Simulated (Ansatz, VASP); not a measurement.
# MoS2 in two plane-wave programs

Wanted: the spread between two codes on one cell, functional and k mesh. The structure shown is the start of the Ansatz relaxation below; VASP solves that cell, so the two are compared at the walk's first step.

Program: Ansatz 0.2.0. Level of theory: plane waves, with VASP 6.6.1 beside it; single point at PBE. Results are calculated unless marked as measured.

## 1. The structure

The cell holds 3 atoms: 1 Mo and 2 S. Cell: a = 3.169 Å, b = 3.169 Å, c = 30.061 Å, α = 90.0°, β = 90.0°, γ = 120.0°. It derives from MoS2. As first built, before any earlier steps moved the atoms (in the runner's words): one layer cut from layered MoS2 (space group P6_3/mmc). Vacuum lies along c. The height across the vacuum is the one that the program set for its solve, not the one typed.

## 2. Ansatz: relaxation, PBE

Ansatz runs on its default PAW (the set named soft_2) files.

The two programs are compared at the cell with which this relaxation starts, whose forces are those of its first step.

input.yaml reads:

```yaml
crystal:
  lattice:
    - [3.1689999973, 0.0, 0.0]
    - [-1.5844999987, 2.7444345023, 0.0]
    - [0.0, 0.0, 19.130296]
  atoms:
    - { symbol: Mo, position: [0.0, 0.0, 0.5] }
    - { symbol: S, position: [0.6666666667, 0.3333333333, 0.41818485] }
    - { symbol: S, position: [0.6666666667, 0.3333333333, 0.58181515] }
  periodic: [true, true, false]
kpoints:
  mp_grid: { grid: [8, 8, 1] }
scf:
  occupations: { method: fermi_dirac, width: 0.05 }
hamiltonian:
  xc: pbe
output:
  forces: true
  stress: true
relax:
  f_tol: 0.02
  max_steps: 50
  cell: {}
```

Launch:

```sh
> ansatz run input.yaml --threads 4 --pin off --max-ram 8192MiB --backend cpu --events-out ev --progress --plain --runs-dir out
```

Numbers of over 12 decimals in the logs are rounded to 6 here.

The log of the run:

```text
Warning: crystal.periodic: the lattice vector that does not repeat stood 0.000° off the slab's normal, 19.130 Å along it as the deck builds it. The run solves the slab on a vector along the normal, 30.061 Å long, with every atom where it was (on the deck's vector they left 16.00 Å outside them, and the widest stretch free of ions among them is 1.57 Å). A fractional position that the run reports is one of the run's ce [...]
crystal.periodic: the lattice vector that does not repeat stood 0.000° off the slab's normal, 19.130 Å along it as the deck builds it. The run solves the slab on a vector along the normal, 30.061 Å long, with every atom where it was (on the deck's vector they left 16.00 Å outside them, and the widest stretch free of ions among them is 1.57 Å). A fractional position that the run reports is one of the run's cell, which [...]
Engine: ansatz 0.2.0, x86_64-unknown-linux-gnu
Pseudopotentials: kind: paw
Pseudopotential: Mo, paw, valence charge 14, recommended cutoff 420 eV (normal), Mo.paw.azcp
Pseudopotential: S, paw, valence charge 6, recommended cutoff 420 eV (normal), S.paw.azcp
Functional definition: PBE
  parameter kappa = 0.804
  parameter beta = 0.066725
  exchange = pbe_x(kappa = kappa, mu = beta*pi^2/3)
  correlation = pbe_c(beta = beta)
Crystal: 3 atoms, lattice volume = 261.440 Å³
Basis set: ecut = 420 eV, 5093 PW (Γ), exchange–correlation on 48×48×432 points (8 copies of the dense FFT grid, shifted against one another)
Bands: 17, of which v1, the nominal top of the filled ones, is band 13 counted from 1 (12 counted from 0)
Symmetry: 12 space group operations
Space group: P-6m2 (ITA 187), of the structure as read, at distance tolerance 6.4e-5 Å
k-points: 10 of 64 (time reversal used)
Non-local potential: Mo, projectors of the file, l = 0: 3, l = 1: 2, l = 2: 2, l = 3: 1
Non-local potential: S, projectors of the file, l = 0: 2, l = 1: 2, l = 2: 2
PAW form: soft (Blöchl's): semilocal exchange-correlation on the pseudo side does not see the compensation charge
PAW one-centre angular grid: Mo, 590 points (default); XC on 64 Gauss nodes
PAW one-centre angular grid: S, 110 points (default); XC on 64 Gauss nodes
Initial density: superposition of atomic densities (neutral atoms: chi_scale 0, normalization atom), corrected by the library's trained network
Initial wavefunctions: pseudopotential atomic-orbital guess
Functional: x = pbe(κ = 0.804, μ = 0.219515), c = pbe(β = 0.066725)
SCF iter   1: F=—  HF=-6762.804459 eV  |F-HF|=—  |Δ(HF+E_count)|=         —  Δρ=2.48e-3  dr2=5.33e-3  ethr=1.77e-3  ⟨swp⟩=14.1  Hψ=1679  notcnv=0
preconditioner: auto → none  [insulator: Δε(μ)=1.925 eV  Ē_g=8.063 eV  σ=0.050 eV  W_gap=1.00  n_scr=16 (ndim 8)  ℏωp=9.7 eV  f_vac=0.766  D(μ)=0.00/eV (n_scr^D=0)  ε∞_Penn≈2.5]
[...]
relax step   1: F+E_penalty+E_count = -6762.81345949 eV  Δ(F+E_penalty+E_count) = +0.000e0 eV  max|allowed force component| = 5.207e-2 eV/Å  Δτ_max = 0.0000 Å  P = +0.926 N/m  Ω = 261.440 Å³  fix = [c, alpha, beta]  reactions: c +0.000 N/m  (7 SCF iters, dr2 threshold 1.00e-7 eV, accepted)
[...]
relax step   2: F+E_penalty+E_count = -6762.81541050 eV  Δ(F+E_penalty+E_count) = -1.951e-3 eV  max|allowed force component| = 4.929e-2 eV/Å  Δτ_max = 0.0066 Å  P = -0.142 N/m  Ω = 264.796 Å³  energy of the carried Pulay correction = -7.480e-5 eV  fix = [c, alpha, beta]  reactions: c -0.000 N/m  (7 SCF iters, dr2 threshold 3.00e-7 eV, accepted)
[...]
relax step   3: F+E_penalty+E_count = -6762.81570874 eV  Δ(F+E_penalty+E_count) = -2.982e-4 eV  max|allowed force component| = 2.636e-2 eV/Å  Δτ_max = 0.0056 Å  P = -0.052 N/m  Ω = 264.036 Å³  energy of the carried Pulay correction = -5.795e-5 eV  fix = [c, alpha, beta]  reactions: c -0.000 N/m  (5 SCF iters, dr2 threshold 1.52e-7 eV, accepted)
[...]
relax step   4: F+E_penalty+E_count = -6762.81574595 eV  Δ(F+E_penalty+E_count) = -3.721e-5 eV  max|allowed force component| = 1.393e-4 eV/Å  Δτ_max = 0.0014 Å  P = -0.001 N/m  Ω = 264.034 Å³  energy of the carried Pulay correction = -5.789e-5 eV  fix = [c, alpha, beta]  reactions: c -0.000 N/m  (5 SCF iters, dr2 threshold 4.34e-8 eV, accepted)
[...]
relax step   5: F+E_penalty+E_count = -6762.81580361 eV  Δ(F+E_penalty+E_count) = -5.766e-5 eV  max|allowed force component| = 1.704e-4 eV/Å  Δτ_max = 0.0000 Å  P = -0.001 N/m  Ω = 264.034 Å³  fix = [c, alpha, beta]  reactions: c -0.000 N/m  stress off target by 1.01e-3 N/m on what of the cell is left free  SCF on the basis re-selected at this cell (its energy is not comparable with the rows above)  (6 SCF iters)
basis re-selected at this cell: Δ(F+E_penalty+E_count) = -5.766e-5 eV, ΔP = -0.000 N/m vs the last step (what re-selecting the basis moved, of the pressure what is left beyond the Pulay correction that the steps carried, after the strain that the cell walked since its last selection, with what the two solves' SCF thresholds leave and, on support functions, any second-order correction that the steps lacked; it is no m [...]
SCF converged after 6 iterations
Free energy (F): -6762.815804 eV
Harris-Foulkes:  -6762.815804 eV  (|F-HF|=1.78e-8)
Internal energy: -6762.815804 eV  (E = F + TS)
E sigma→0 (E₀):  -6762.815804 eV
Fermi energy:    -5.056688 eV
--- Per-component energies (eV) ---
  E_band       = -576.066087
  E_kinetic    = 654.895500
  E_local      = -44181.165698  (includes V_loc(G=0)·N_el)
  E_nonlocal   = 199.060874
  E_hartree    = 21654.377318
  E_xc         = -378.034789
  E_vxc        = -404.343714  (∫ρ·V_xc dr)
  E_paw        = -4401.470597  (= ΣΔE_a)
  E_vpaw       = -153.267747  (= ΣTr[D̂ρ^β])
  E_aug_tail   = 0.000042  (compensation charges beyond the density's cutoff)
  E_ewald      = 19689.521548
  E_smearing   = -0.000000  (= −TS)
  E_closure    = -0.000000  (closes the sum)
  Σ components = -6762.815804   (vs F -6762.815804, Δ=0.00e0)
--- Forces (eV/Å), atoms counted from 1 ---
  atom   1  Mo     0.00000000     0.00000000     0.00000000
  atom   2  S      0.00000000     0.00000000     0.00017041
  atom   3  S      0.00000000     0.00000000    -0.00017041
  max |Σ_I F_I| component: 1.20e-16 eV/Å
--- 2D stress c σ (N/m, compression-positive) ---
       -0.001008       0.000000      -0.000000
        0.000000      -0.001008      -0.000000
       -0.000000      -0.000000      -0.000000
  P = ½ c Tr σ = -0.0010 N/m
--- Relaxed structure (4 steps of the walk, 4 accepted, 1 SCFs on fresh bases) ---
  F+E_penalty+E_count = -6762.81580361 eV   max|allowed force component| = 1.704e-4 eV/Å   (the final SCF, on the basis selected at the relaxed cell)
  cell:  # Å, volume = 264.0338 Å³
    - [3.184679, 2.9010364389645578e-11, 0]
    - [-1.592339, 2.758013, 0]
    - [0, 0, 30.060592]
  atoms:
    - { symbol: Mo, position: [-4.1119371285046e-17, 0, 0.318196] }
    - { symbol: S, position: [0.666667, 0.333333, 0.266210] }
    - { symbol: S, position: [0.666667, 0.333333, 0.370181] }
```

## 3. VASP: single point, PBE, start cell

The same cell, functional, mesh and smearing now go to VASP, with its own data sets.

Lines of VASP's logs that name or quote its potential files are left out, and so is its time.

INCAR reads:

```
SYSTEM = MoS2
PREC = Accurate
ENCUT = 400
EDIFF = 1E-06
NELM = 120
ISMEAR = -1
SIGMA = 0.05
LREAL = .FALSE.
ALGO = Normal
GGA = PE
NBANDS = 19
LASPH = .TRUE.
LORBIT = 11
LWAVE = .FALSE.
LCHARG = .FALSE.
ISIF = 2
LDIPOL = .TRUE.
IDIPOL = 3
DIPOL = 0.5 0.5 0.318
LVHAR = .TRUE.
GGA_COMPAT = .FALSE.
EFERMI = MIDGAP
NELMDL = -8
```

POSCAR reads:

```
MoS2
1.0
    3.1690000000      0.0000000000      0.0000000000
   -1.5845000000      2.7444350000      0.0000000000
    0.0000000000      0.0000000000     30.0605920000
Mo S
1 2
Direct
    0.0000000000      0.0000000000      0.3181955964
    0.6666667274      0.3333334548      0.2661291567
    0.6666667274      0.3333334548      0.3702620361
```

KPOINTS reads:

```
Automatic mesh
0
Gamma
8 8 1
0 0 0
```

The projector-augmented-wave data sets are Mo_sv and S (PBE family, release 64).

Launch:

```sh
> mpirun -np 1 vasp_std
```

The log of the run:

```text
[banner, memory and clock lines left out]
running    1 mpi-ranks, on    1 nodes
 distrk:  each k-point on    1 cores,    1 groups
 distr:  one band on    1 cores,    1 groups

 POSCAR found type information on POSCAR MoS
 POSCAR found :  2 types and       3 ions
 LDA part: xc-table for (Slater+PW92), standard interpolation
 POSCAR, INCAR and KPOINTS ok, starting setup
 FFT: planning ... GRIDC
 FFT: planning ... GRID_SOFT
 FFT: planning ... GRID
 WAVECAR not read
 entering main loop
       N       E                     dE             d eps       ncg     rms          rms(c)
DAV:   1     0.136169431416E+03    0.13617E+03   -0.11867E+04   540   0.838E+02
DAV:   2    -0.117891348214E+02   -0.14796E+03   -0.14511E+03   548   0.200E+02
DAV:   3    -0.232317913434E+02   -0.11443E+02   -0.11405E+02   541   0.528E+01
DAV:   4    -0.233470213719E+02   -0.11523E+00   -0.11494E+00   499   0.609E+00
DAV:   5    -0.233498001884E+02   -0.27788E-02   -0.27784E-02   513   0.876E-01
DAV:   6    -0.233498949069E+02   -0.94719E-04   -0.94717E-04   514   0.145E-01
DAV:   7    -0.233498994142E+02   -0.45073E-05   -0.45073E-05   509   0.279E-02
DAV:   8    -0.233498996587E+02   -0.24456E-06   -0.24445E-06   493   0.603E-03    0.238E+01
DAV:   9    -0.222600770133E+02    0.10898E+01   -0.11623E+01   400   0.208E+01    0.903E+00
DAV:  10    -0.220779928252E+02    0.18208E+00   -0.59173E+00   412   0.139E+01    0.600E+00
DAV:  11    -0.218508764485E+02    0.22712E+00   -0.12249E+00   415   0.672E+00    0.165E+00
DAV:  12    -0.218520833170E+02   -0.12069E-02   -0.42981E-02   466   0.127E+00    0.909E-01
DAV:  13    -0.218471094521E+02    0.49739E-02   -0.24970E-02   441   0.999E-01    0.157E-01
DAV:  14    -0.218467510142E+02    0.35844E-03   -0.81243E-04   489   0.197E-01    0.658E-02
[...]
DAV:  19    -0.218468795157E+02   -0.98073E-04   -0.64888E-06   433   0.118E-02    0.452E-03
DAV:  20    -0.218469135102E+02   -0.33994E-04   -0.63889E-07   373   0.280E-03    0.339E-03
DAV:  21    -0.218469440161E+02   -0.30506E-04   -0.24262E-06   380   0.582E-03    0.198E-03
DAV:  22    -0.218469571065E+02   -0.13090E-04   -0.43682E-07   374   0.254E-03    0.828E-04
DAV:  23    -0.218469615093E+02   -0.44028E-05   -0.10622E-07   330   0.111E-03    0.428E-04
DAV:  24    -0.218469657721E+02   -0.42628E-05   -0.12425E-07   344   0.103E-03    0.601E-04
DAV:  25    -0.218469671408E+02   -0.13687E-05   -0.26996E-08   281   0.816E-04    0.110E-04
DAV:  26    -0.218469678216E+02   -0.68077E-06   -0.72310E-09   256   0.341E-04
   1 F= -.21846968E+02 E0= -.21846968E+02  d E =-.987622E-09
```

Parts of OUTCAR (step 3):

```text
ion  position               nearest neighbor table
   1  0.000  0.000  0.318-   2 2.41   3 2.41   2 2.41   3 2.41   2 2.41   3 2.41
   2  0.667  0.333  0.266-   1 2.41   1 2.41   1 2.41
   3  0.667  0.333  0.370-   1 2.41   1 2.41   1 2.41

  LATTYP: Found a hexagonal cell.
 ALAT       =     3.1690000000
 C/A-ratio  =     9.4858289681

 Subroutine GETGRP returns: Found 12 space group operations
 (whereof  6 operations were pure point group operations)

The static configuration has the point symmetry C_3v.
 The point group associated with its full space group is D_3h.

 Found     10 irreducible k-points:

   k-points           NKPTS =     10   k-points in BZ     NKDIM =     10   number of bands    NBANDS=     19

   dimension x,y,z NGX =    24 NGY =   24 NGZ =  196
   dimension x,y,z NGXF=    48 NGYF=   48 NGZF=  392

   ENCUT  =  400.0 eV  29.40 Ry    5.42 a.u.   5.17  5.17 49.02*2*pi/ulx,y,z

   NELECT =      26.0000    total number of electrons

 k-points in reciprocal lattice and weights: Automatic mesh
   0.00000000  0.00000000  0.00000000       0.016
   0.12500000 -0.00000000  0.00000000       0.094
   0.25000000 -0.00000000  0.00000000       0.094
   0.37500000  0.00000000  0.00000000       0.094
   0.50000000 -0.00000000  0.00000000       0.047
   0.12500000  0.12500000  0.00000000       0.094
   0.25000000  0.12500000  0.00000000       0.188
   0.37500000  0.12500000  0.00000000       0.188
   0.25000000  0.25000000  0.00000000       0.094
   0.37500000  0.25000000  0.00000000       0.094

 dipolmoment           0.000000      0.000000      0.000004 electrons x Angstroem

 average (electrostatic) potential at core
       1 -84.8854       2 -94.5793       3 -94.5792

 E-fermi :  -2.3961

 k-point     1 :       0.0000    0.0000    0.0000
  band No.  band energies     occupation
    ...
      9      -5.8819      2.00000
     10      -5.1111      2.00000
     11      -4.7694      2.00000
     12      -4.7694      2.00000
     13      -3.3420      2.00000
     14      -0.4977      0.00000
     15      -0.4977      0.00000
     16      -0.2574      0.00000
     17      -0.2574      0.00000
     18       2.1032      0.00000
    ...

 k-point     2 :       0.1250   -0.0000    0.0000
  band No.  band energies     occupation
    ...
      9      -5.8981      2.00000
     10      -5.6425      2.00000
     11      -5.1141      2.00000
     12      -4.3734      2.00000
     13      -3.4711      2.00000
     14      -0.7869      0.00000
     15      -0.7010      0.00000
     16      -0.5003      0.00000
     17      -0.1243      0.00000
     18       2.4717      0.00000
    ...

 k-point     3 :       0.2500   -0.0000    0.0000
  band No.  band energies     occupation
    ...
      9      -6.8878      2.00000
     10      -5.7616      2.00000
     11      -5.0462      2.00000
     12      -4.6441      2.00000
     13      -4.0370      2.00000
     14      -1.1255      0.00000
     15      -0.9118      0.00000
     16      -0.3551      0.00000
     17       0.5214      0.00000
     18       3.2930      0.00000
    ...

  Total        0.3753128      0.3753129      0.0122420      0.0000000      0.0000000      0.0000000
  in kB        2.3000180      2.3000188      0.0750220      0.0000000      0.0000000      0.0000000
  external PRESSURE =       1.5583529 kB  Pullay stress =       0.0000000 kB

  energy-cutoff  :      400.00
  volume of cell :      261.44
      direct lattice vectors                 reciprocal lattice vectors
     3.169000000  0.000000000  0.000000000     0.315556958  0.182186862  0.000000000
    -1.584500000  2.744435000  0.000000000     0.000000000  0.364373724  0.000000000
     0.000000000  0.000000000 30.060592000     0.000000000  0.000000000  0.033266145

 POSITION                                       TOTAL-FORCE (eV/Angst)
 -----------------------------------------------------------------------------------
      0.00000      0.00000      9.56515         0.000000     -0.000000      0.000000
      1.58450      0.91481      8.00000         0.000000      0.000000     -0.043427
      1.58450      0.91481     11.13030        -0.000000      0.000000      0.043427
 -----------------------------------------------------------------------------------
    total drift:                                0.000000     -0.000331      0.000029

  FREE ENERGIE OF THE ION-ELECTRON SYSTEM (eV)
  ---------------------------------------------------
  free  energy   TOTEN  =       -21.8469678216 eV

  energy  without entropy=      -21.8469678206  energy(sigma->0) =      -21.84696782

 vacuum level on the upper side and lower side of the slab         2.610         2.609

 total charge
# of ion       s       p       d       tot
------------------------------------------
    1        2.290   6.221   3.941  12.452
    2        1.363   2.339   0.000   3.702
    3        1.363   2.339   0.000   3.702
--------------------------------------------------
tot          5.017  10.899   3.941  19.857

[... 3 further parts left out ...]
```

This run has no spin polarisation, so a moment on Mo, if there is one, isn't seen.

## 4. Comparison

Known differences besides the potentials themselves: Ansatz cuts the interaction across the vacuum, VASP repeats the sheet with a dipole correction; the cutoff is 420 eV in Ansatz and 400 eV in VASP. Total energies have different zeros and are not compared.

Forces (eV/Å; atoms numbered as in POSCAR):

| atom | Ansatz x, y, z | VASP x, y, z |
| --- | --- | --- |
| Mo1 | 0.000, 0.000, 0.000 | 0.000, 0.000, 0.000 |
| S2 | 0.000, 0.000, -0.052 | 0.000, 0.000, -0.043 |
| S3 | 0.000, 0.000, 0.052 | 0.000, 0.000, 0.043 |

The forces differ by 4.1 meV/Å r.m.s., which is 19.9 % of the r.m.s. force of 0.020 eV/Å (both taken over all components). With vacuum in the cell, a pressure given here is an average over mostly empty space and none of the material.

## 5. Outcome

| Quantity | Value |
| --- | --- |
| r.m.s. force difference (single point, PBE, start cell) | 4.1 meV/Å |

What this shows: The r.m.s. force difference is 4.1 meV/Å (single point, PBE, start cell), within the 12 meV/Å picked in this series as the mark of a large difference. 1 further run of this series is not shown here. How closely two codes agree says nothing of how well the functional describes the real material.

[Lines on the potential files, build, host, timing and source positions are cut from VASP's logs without a mark.]

[Logs are printed without paths, hosts, clocks, repeated set-up lines and the standing remarks that a program may print on its own settings, such as how far it seeks lower states.]

[Hosts, paths, dates, database ids (printed as entryN), source tags and the programs' standing remarks are cut or masked in the printed files.]
